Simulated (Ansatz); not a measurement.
The elements of this relaxed trial crystal are hidden behind letters.

```
lattice vectors (Å)
   3.5750    0.0000    0.0000
  -1.7875    3.0961    0.0000
   0.0000    0.0000    2.6329
fractional positions
X 0.0000 0.0000 0.0000
Z 0.6667 0.3333 0.5000
```

Theory: Ansatz, DFT PBE, scalar-relativistic, plane waves, PAW. Cutoff 420 eV, Γ-centred 18×18×20 mesh (2-atom cell), Gaussian smearing of 0.10 eV, no spin polarisation.

* Space group: P-6m2 (No. 187)
* Conventional cell: a = 3.575 Å, c = 2.633 Å
* Volume per atom: 14.57 Å³
* Density: 7.48 g/cm³
* Formation energy: −0.15 eV/atom
* Gap on the 18×18×20 mesh of the 2-atom cell: 0 eV (a metal)

Energies are uncorrected and count from the elements' standard states at the same level.

Q: X is a d-block element of period 4 and Z is a p-block element of period 4. Which elements are they?

A: X = Ni, Z = Ge, so the formula is NiGe. Density times volume gives a mean mass of 7.48 × 14.57/1.6605 = 65.6 u per atom, and this set has 65.7 u. Ni is surrounded by 6 Ge at 2.45 Å and 2 Ni at 2.63 Å; Ge has 6 Ni at 2.45 Å and 2 Ge at 2.63 Å. Other sets within the hints have nearly the same mass, so mass alone doesn't settle it; this one was computed.

Trial moments died out on the coarse mesh, so the last step has no spin; another magnetic start might hold. A structure relaxed within its symmetry needn't be a true minimum.
